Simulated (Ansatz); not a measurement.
# Notes on Hg

```yaml
crystal:
  lattice:
    - [-1.83326, 1.83326, 1.83326]
    - [1.83326, -1.83326, 1.83326]
    - [1.83326, 1.83326, -1.83326]
  atoms:
    - { symbol: Hg, position: [0.00000, 0.00000, 0.00000] }
```

Level: r2SCAN, no spin polarisation; 500 eV; 13×13×13 Γ-centred mesh; fermi-dirac occupations (width 0.1 eV); Ansatz 0.2.0, fixed geometry.

Problem. What does the stress say?

Solution. The pressure is 2.4 GPa (compression positive), so with the atoms held at these fractions the cell would first expand.

Problem. Metal or insulator?

Solution. It is a metal, with about 0.17 states/eV a cell as the mean within 0.25 eV of the Fermi level.

Problem. What do density and ELF say about some of the short contacts?

Solution. Hg–Hg at 3.18 Å: least valence density 0.16 e/Å³ and ELF 0.14 there. These are pseudo-fields; inside the PAW spheres they differ from the all-electron ones.

Origin: a known structure type with other elements, at an estimated volume, so it need not be a known compound.

Cost: 8.1 s on 1 thread of Arm Neoverse V2 (shared host), peak memory 0.37 GiB (start from a saved density). The time holds forces, stress, Bader, DOS, bands, ELF.
